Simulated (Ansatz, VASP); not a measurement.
This is a calculation of SiC (Moissanite) for Ansatz 0.2.0.

input.yaml

```yaml
crystal:
  lattice:
    - [3.076, 0.0, 0.0]
    - [-1.538, 2.663894142, 0.0]
    - [0.0, 0.0, 5.048]
  atoms:
    - { symbol: Si, position: [0.6666666667, 0.3333333333, 0.5] }
    - { symbol: Si, position: [0.3333333333, 0.6666666667, 0.0] }
    - { symbol: C, position: [0.6666666667, 0.3333333333, 0.885] }
    - { symbol: C, position: [0.3333333333, 0.6666666667, 0.385] }
hamiltonian:
  xc: lda
  pseudopotentials: { kind: paw }
kpoints:
  mp_grid: { grid: [10, 10, 5] }
scf:
  occupations: { method: gaussian, width: 0.05 }
output:
  forces: true
  stress: true
  eigenvalues: true
```

Potentials or basis: Ansatz PAW.

Command:

```sh
$ ansatz run input.yaml --threads 2 --pin off --max-ram 5632MiB --backend cpu --events-out ev --progress --plain --runs-dir out
```

Question: Set up the same calculation for VASP 6.6.1. Potentials there: VASP PAW LDA potentials, release 64 (Si, C).

Answer: As run (the cutoff follows the program's own potentials):

The input run.py:

```python
from ase.calculators.vasp import Vasp
from ase.dft.bandgap import bandgap
from ase.io import read

atoms = read('SiC.cif')
calc = Vasp(
    directory='calc',
    xc='lda',
    pp='LDA',
    setups='materialsproject',
    prec='Accurate',
    encut=520,
    ediff=1e-06,
    ismear=0,
    sigma=0.05,
    lreal=False,
    lasph=True,
    nelm=100,
    algo='Normal',
    isif=2,
    lwave=False,
    lcharg=False,
    kpts=[10, 10, 5],
    gamma=True,
)
atoms.calc = calc

print('energy (eV):', atoms.get_potential_energy())
print('free energy (eV):', atoms.get_potential_energy(force_consistent=True))
print('forces (eV/A):')
print(atoms.get_forces())
print('stress (eV/A^3, Voigt):', atoms.get_stress())
print('Fermi level (eV):', calc.get_fermi_level())
gap, top, bottom = bandgap(calc)
print('band gap (eV):', gap, 'from (spin, k, band)', top, 'to', bottom)
```

The input SiC.cif:

```cif
data_SiC
_cell_length_a 3.07600000
_cell_length_b 3.07600000
_cell_length_c 5.04800000
_cell_angle_alpha 90.00000000
_cell_angle_beta 90.00000000
_cell_angle_gamma 120.00000000
_space_group_name_H-M_alt 'P1'
_space_group_name_Hall 'P 1'
_space_group_IT_number 1
loop_
_space_group_symop_operation_xyz
'x,y,z'
loop_
_atom_site_label
_atom_site_type_symbol
_atom_site_symmetry_multiplicity
_atom_site_Wyckoff_symbol
_atom_site_fract_x
_atom_site_fract_y
_atom_site_fract_z
_atom_site_occupancy
Si1 Si 1 a 0.6666666667 0.3333333333 0.5000000000 1
Si2 Si 1 a 0.3333333333 0.6666666667 0.0000000000 1
C1 C 1 a 0.6666666667 0.3333333333 0.8850000000 1
C2 C 1 a 0.3333333333 0.6666666667 0.3850000000 1
```

Potentials or basis: VASP PAW LDA potentials, release 64 (Si, C).

Command:

```console
$ python run.py
```

Both were run:

|  | VASP | Ansatz | Ansatz less VASP |
| --- | --- | --- | --- |
| gap on the k mesh at the Fermi level (eV) | 2.36 | 2.37 | +0.013 |
| least direct gap on the mesh (eV) | 3.98 | 3.98 | +0.009 |
| pressure (GPa) | -3.6 | -4.0 | -0.40 |
| largest component of the traceless stress (GPa) | 2.84 | 2.82 | -0.018 |
| rms of the force components (eV/Å) | 0.424 | 0.423 | -0.0011 |

Atom by atom the forces differ by 0.001 eV/Å (rms over components).

Caveats: an odd mesh through Γ misses points on the zone boundary, where band edges often lie (VASP); odd divisions of the mesh miss points on the zone boundary, where band edges often lie, so the gap on the mesh can be too wide (Ansatz); the pressure holds a Pulay correction of +0.4 GPa for the finite cutoff (Ansatz); the PAW data sets come from PBE, with cores solved anew for the run's functional, which leaves a small shift of forces and pressure (Ansatz).
